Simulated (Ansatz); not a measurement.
# Ni: starts and ends of a spin-polarised SCF, part 2 of 2

Aim: see which self-consistent states Ni reaches from different starts at one fixed geometry, and which of them is lowest. Ni is taken in its experimental structure (space group Fm-3m, primitive cell doubled), 2 atoms in the cell. Source: COD entry 9012970; the sample's temperature and pressure aren't taken into account.

Ansatz 0.2.0; DFT r2SCAN, PAW, plane waves, scalar-relativistic. Earlier steps stand in the parts before.

### 7 Moments +- scaled by 1.4, plain SCF

Input file input.yaml:

```yaml
crystal:
  lattice:
    - [-1.76295, -3.5259, -1.76295]
    - [-1.76295, 0.0, -1.76295]
    - [1.76295, 0.0, -1.76295]
  atoms:
    - { symbol: Ni, position: [0.0, 0.0, 0.0], spin: 2.8 }
    - { symbol: Ni, position: [0.5, 0.0, 0.5], spin: -2.8 }
magnetization:
  spin_polarized: true
hamiltonian:
  xc: r2scan
  pseudopotentials: { kind: paw }
basis:
  ecutwfc: 500
kpoints:
  mp_grid: { grid: [8, 14, 11] }
scf:
  occupations: { method: fermi_dirac, width: 0.1 }
  lower_state_search: "off"
output:
  forces: true
  stress: true
```

Log, shortened:

```text
[... 12 lines as in an earlier run ...]
Bands: 25, of which v1, the nominal top of the filled ones, is band 18 counted from 1 (17 counted from 0)
[... 7 lines as in an earlier run ...]
Starting moments: Σ|m| = 5.6 μB on 2 of 2 sites
[... 3 lines as in an earlier run ...]
[...]
SCF iter   1: F=-11689.655041 eV  HF=-11688.177364 eV  |F-HF|=1.48e0  |Δ(HF+E_count)|=         —  Δρ=1.87e-1 (↑1.87e-1 ↓1.87e-1)  dr2=4.69e-2  dr2_τ=7.98e-2  dr2_m=6.95e0  M=0.000 μB ∫|m|=2.500 μB  β_m=0.30  ethr=1.31e-4  ⟨swp⟩=1.9  Hψ=51990  notcnv=0
[...]
spin-set hold released at iteration 12 (site moments contracting): the magnetisation degrees of freedom join the quasi-Newton model from the next iteration; the mixer history was flushed
[...]
SCF iter  31: F=-11690.396318 eV  HF=-11690.396318 eV  |F-HF|=4.33e-10  |Δ(HF+E_count)|=   7.62e-9  Δρ=1.16e-6 (↑1.16e-6 ↓1.16e-6)  dr2=2.65e-11  dr2_τ=2.57e-12  dr2_m=2.40e-10  M=0.000 μB ∫|m|=0.478 μB  ethr=1.00e-12  ⟨swp⟩=1.6  Hψ=31414  notcnv=0
[...]
[... 1 line as in an earlier run ...]
SCF converged after 31 iterations
Magnetization: 0.0000 μB (18.0000 up, 18.0000 down)
Absolute magnetization: 0.4783 μB (∫|ρ↑−ρ↓|, with the PAW one-centre terms)
Spin contamination: 0.1494 ħ² per cell (⟨S²⟩ above its minimum at these occupations)
Per-site moments (μB) at R_I (Å): [(0.23397996219008316, 1.0284399674115798), (-0.23397996219008316, 1.0284399674115798)]
Free energy (F): -11690.396318 eV
[...]
E sigma→0 (E₀):  -11690.322145 eV
Entropy (-TS):   -0.148346 eV (-74.173 meV/atom)
Fermi energy:    17.615477 eV
[... 26 lines left out: energy terms, forces, stress ...]
```

Run time: 46 s. Hardware: 2 threads of an Arm CPU, shared host; peak memory 0.59 GiB.

Nothing new: the 31 iterations lead to the state found in step 3 (antiferromagnetic).

### 8 A moment on one site alone, plain SCF

Edit input.yaml of step 7 so:

```diff
@@ -6,4 +6,4 @@
   atoms:
-    - { symbol: Ni, position: [0.0, 0.0, 0.0], spin: 2.8 }
-    - { symbol: Ni, position: [0.5, 0.0, 0.5], spin: -2.8 }
+    - { symbol: Ni, position: [0.0, 0.0, 0.0] }
+    - { symbol: Ni, position: [0.5, 0.0, 0.5], spin: 2.0 }
 magnetization:
```

Log, shortened:

```text
[... 20 lines as in an earlier run ...]
Starting moments: Σ|m| = 2 μB on 1 of 2 sites
[... 2 lines as in an earlier run ...]
SCF iter   1: F=-11686.951343 eV  HF=-11690.175360 eV  |F-HF|=3.22e0  |Δ(HF+E_count)|=         —  Δρ=1.09e-1 (↑1.09e-1 ↓4.04e-2)  dr2=3.87e0  dr2_τ=2.16e-2  dr2_m=3.43e-1  M=1.588 μB ∫|m|=1.729 μB  β_m=0.30  ethr=3.10e-3  ⟨swp⟩=5.5  Hψ=62208  notcnv=0
[...]
spin-set hold released at iteration 5 (the charge has settled, or the pull on large starting moments outlasts its swing): the magnetisation degrees of freedom join the quasi-Newton model from the next iteration; the mixer history was flushed
[...]
SCF iter  19: F=-11690.597295 eV  HF=-11690.597295 eV  |F-HF|=9.97e-8  |Δ(HF+E_count)|=   7.99e-7  Δρ=1.04e-5 (↑7.21e-6 ↓1.04e-5)  dr2=9.62e-9  dr2_τ=1.98e-10  dr2_m=2.69e-9  M=1.507 μB ∫|m|=1.853 μB  ethr=2.78e-10  ⟨swp⟩=3.3  Hψ=73855  notcnv=0
[...]
[... 1 line as in an earlier run ...]
SCF converged after 19 iterations
Magnetization: 1.5074 μB (18.7537 up, 17.2463 down)
Absolute magnetization: 1.8557 μB (∫|ρ↑−ρ↓|, with the PAW one-centre terms)
Spin contamination: 0.0439 ħ² per cell (⟨S²⟩ above its minimum at these occupations)
Per-site moments (μB) at R_I (Å): [(0.8225108701136495, 1.0284399674115798), (0.8224589000837553, 1.0284399674115798)]
Free energy (F): -11690.597295 eV
[...]
E sigma→0 (E₀):  -11690.555248 eV
Entropy (-TS):   -0.084092 eV (-42.046 meV/atom)
Fermi energy:    17.944116 eV
[... 26 lines left out: energy terms, forces, stress ...]
```

It took 47 s on 2 threads of an Arm CPU, shared host; peak memory 0.62 GiB.

The run ends in the same state as step 2 (ferromagnetic); it took 19 iterations.

### 9 Parallel moments, Broyden mixing, no switch to direct minimisation

Edit input.yaml of step 8 so:

```diff
@@ -6,3 +6,3 @@
   atoms:
-    - { symbol: Ni, position: [0.0, 0.0, 0.0] }
+    - { symbol: Ni, position: [0.0, 0.0, 0.0], spin: 2.0 }
     - { symbol: Ni, position: [0.5, 0.0, 0.5], spin: 2.0 }
@@ -20,2 +20,4 @@
   lower_state_search: "off"
+  algorithm: density_mixing
+  mixing: { algorithm: broyden, beta: 0.3 }
 output:
```

Log, shortened:

```text
[... 20 lines as in an earlier run ...]
Starting moments: Σ|m| = 4 μB on 2 of 2 sites
[... 3 lines as in an earlier run ...]
SCF iter   1: F=-11690.406852 eV  HF=-11689.775675 eV  |F-HF|=6.31e-1  |Δ(HF+E_count)|=         —  Δρ=1.12e-1 (↑9.20e-2 ↓1.12e-1)  dr2=5.42e-2  dr2_τ=3.44e-2  dr2_m=2.08e0  M=2.053 μB ∫|m|=2.337 μB  β_m=0.62  ethr=1.51e-4  ⟨swp⟩=1.7  Hψ=90126  notcnv=0
[...]
[... 1 line as in an earlier run ...]
[...]
SCF iter  14: F=-11690.597295 eV  HF=-11690.597295 eV  |F-HF|=6.32e-8  |Δ(HF+E_count)|=   9.38e-7  Δρ=6.44e-6 (↑3.64e-6 ↓6.44e-6)  dr2=9.80e-9  dr2_τ=5.80e-11  dr2_m=5.34e-10  M=1.508 μB ∫|m|=1.854 μB  ethr=9.64e-11  ⟨swp⟩=5.0  Hψ=65337  notcnv=0
[...]
[... 1 line as in an earlier run ...]
SCF converged after 14 iterations
Magnetization: 1.5077 μB (18.7538 up, 17.2462 down)
Absolute magnetization: 1.8561 μB (∫|ρ↑−ρ↓|, with the PAW one-centre terms)
Spin contamination: 0.0440 ħ² per cell (⟨S²⟩ above its minimum at these occupations)
Per-site moments (μB) at R_I (Å): [(0.8226379580393672, 1.0284399674115798), (0.8226379580393672, 1.0284399674115798)]
Free energy (F): -11690.597295 eV
[...]
E sigma→0 (E₀):  -11690.555258 eV
Entropy (-TS):   -0.084074 eV (-42.037 meV/atom)
Fermi energy:    17.944272 eV
[... 26 lines left out: energy terms, forces, stress ...]
```

It took 42 s on 2 threads of an Arm CPU, shared host; peak memory 0.62 GiB.

Nothing new: the 14 iterations lead to the state found in step 2 (ferromagnetic).

### 10 Parallel moments, spin not held back in the first iterations, no switch to direct minimisation

Edit input.yaml of step 9 so:

```diff
@@ -21,3 +21,3 @@
   algorithm: density_mixing
-  mixing: { algorithm: broyden, beta: 0.3 }
+  mixing: { spin_hold: "off" }
 output:
```

Log, shortened:

```text
[... 20 lines as in an earlier run ...]
Starting moments: Σ|m| = 4 μB on 2 of 2 sites
[... 2 lines as in an earlier run ...]
[...]
SCF iter   1: F=-11690.403820 eV  HF=-11689.648149 eV  |F-HF|=7.56e-1  |Δ(HF+E_count)|=         —  Δρ=1.11e-1 (↑8.83e-2 ↓1.11e-1)  dr2=6.85e-2  dr2_τ=3.78e-2  dr2_m=1.98e0  M=2.044 μB ∫|m|=2.221 μB  β_m=0.61  ethr=1.91e-4  ⟨swp⟩=1.6  Hψ=89852  notcnv=0
[...]
SCF iter  15: F=-11690.597295 eV  HF=-11690.597295 eV  |F-HF|=8.17e-8  |Δ(HF+E_count)|=   1.45e-7  Δρ=3.06e-6 (↑3.06e-6 ↓1.99e-6)  dr2=1.67e-9  dr2_τ=1.40e-11  dr2_m=2.50e-10  M=1.508 μB ∫|m|=1.854 μB  ethr=2.13e-11  ⟨swp⟩=4.0  Hψ=55768  notcnv=0
[...]
[... 1 line as in an earlier run ...]
SCF converged after 15 iterations
Magnetization: 1.5076 μB (18.7538 up, 17.2462 down)
Absolute magnetization: 1.8560 μB (∫|ρ↑−ρ↓|, with the PAW one-centre terms)
Spin contamination: 0.0440 ħ² per cell (⟨S²⟩ above its minimum at these occupations)
Per-site moments (μB) at R_I (Å): [(0.8226178399850392, 1.0284399674115798), (0.8226178399850392, 1.0284399674115798)]
Free energy (F): -11690.597295 eV
[...]
E sigma→0 (E₀):  -11690.555255 eV
Entropy (-TS):   -0.084079 eV (-42.039 meV/atom)
Fermi energy:    17.944273 eV
[... 26 lines left out: energy terms, forces, stress ...]
```

Run time: 44 s. Hardware: 2 threads of an Arm CPU, shared host; peak memory 0.62 GiB.

Nothing new: the 15 iterations lead to the state found in step 2 (ferromagnetic).

### 11 Comparing the starts

| step | iterations | state | moments of Ni1 Ni2 (μB) | total (μB) | gap (eV) | pressure (GPa) | above lowest (meV/atom) |
| --- | --- | --- | --- | --- | --- | --- | --- |
| 2 | 14 | 1 | 0.82 0.82 | 1.51 | none | -7.8 | 0.0 |
| 3 | 23 | 2 | 0.23 -0.23 | 0.00 | none | -9.9 | 100 |
| 4 | 9 | 3 | 0.00 0.00 | 0.00 | none | -10.3 | 104 |
| 5 | 12 | 1 | 0.82 0.82 | 1.51 | none | -7.8 | 0.0 |
| 6 | 20 | 1 | 0.82 0.82 | 1.51 | none | -7.8 | 0.0 |
| 7 | 31 | 2 | 0.23 -0.23 | 0.00 | none | -9.9 | 100 |
| 8 | 19 | 1 | 0.82 0.82 | 1.51 | none | -7.8 | 0.0 |
| 9 | 14 | 1 | 0.82 0.82 | 1.51 | none | -7.8 | 0.0 |
| 10 | 15 | 1 | 0.82 0.82 | 1.51 | none | -7.8 | 0.0 |

States are numbered from the lowest. Starts by step: 2 parallel moments, plain SCF; 3 opposed moments +-, plain SCF; 4 no spin polarisation; 5 spin on, no moments given (the program may seed its own), plain SCF; 6 parallel moments scaled by 0.1, plain SCF; 7 moments +- scaled by 1.4, plain SCF; 8 a moment on one site alone, plain SCF; 9 parallel moments, Broyden mixing, no switch to direct minimisation; 10 parallel moments, spin not held back in the first iterations, no switch to direct minimisation.

The 9 runs of this session took 6 min in all, from 12 s to 55 s each.

Decimal logarithm of the largest residual (eV) by iteration, counted through all cycles of a run (7 of the 9 runs):

| iteration | step 2 | step 3 | step 4 | step 5 | step 6 | step 7 | step 8 |
| --- | --- | --- | --- | --- | --- | --- | --- |
| 1 | 0.3 | 0.5 | -1.2 | 0.8 | -0.5 | 0.8 | 0.6 |
| 2 | -0.3 | 0.3 | -2.1 | -0.7 | -1.0 | 0.7 | 0.9 |
| 3 | -2.3 | -0.7 | -2.7 | -1.0 | -1.4 | 0.5 | 0.0 |
| 4 | -1.9 | -1.3 | -2.5 | -1.4 | -1.6 | 0.3 | 0.0 |
| 5 | -2.3 | -2.1 | -4.0 | -1.4 | -1.8 | 0.2 | -0.1 |
| 6 | -3.1 | -2.5 | -4.8 | -2.0 | -2.1 | 0.0 | 0.3 |
| 9 | -6.0 | -4.3 | -8.8 | -4.9 | -2.7 | -0.4 | -1.4 |
| 12 | -7.0 | -5.0 | - | -8.5 | -3.5 | -0.8 | -3.3 |
| 15 | - | -6.9 | - | - | -5.7 | -3.3 | -5.2 |
| 17 | - | -7.1 | - | - | -6.3 | -3.8 | -6.6 |
| 20 | - | -7.8 | - | - | -8.7 | -6.0 | - |
| 23 | - | -9.2 | - | - | - | -7.4 | - |
| 26 | - | - | - | - | - | -7.7 | - |
| 28 | - | - | - | - | - | -8.3 | - |
| 31 | - | - | - | - | - | -9.6 | - |

### 12 Summary of results

What follows sums up all 2 parts.

```
                      quantity                                                     value
               distinct states                                   3 from 9 converged runs
lowest state from plain starts                                             ferromagnetic
                   its moments                                     Ni1 0.82, Ni2 0.82 μB
                  total moment                                          1.51 μB per cell
             gap on the k-mesh                                                      none
                      pressure                                                  -7.8 GPa
                 largest force                                                0.000 eV/Å
                    next state                    antiferromagnetic, 100 meV/atom higher
                 highest state  non-magnetic (no spin polarisation), 104 meV/atom higher
```

In words: 9 runs converged, to 3 different states. Switching spin polarisation off costs 104 meV/atom in free energy, smearing entropy included. The best antiferromagnetic state lies 100 meV/atom above the best ferromagnetic one. The search isn't exhaustive: larger magnetic cells and non-collinear orders weren't tried. The mesh has less symmetry than the lattice, which lowers the symmetry of the run.
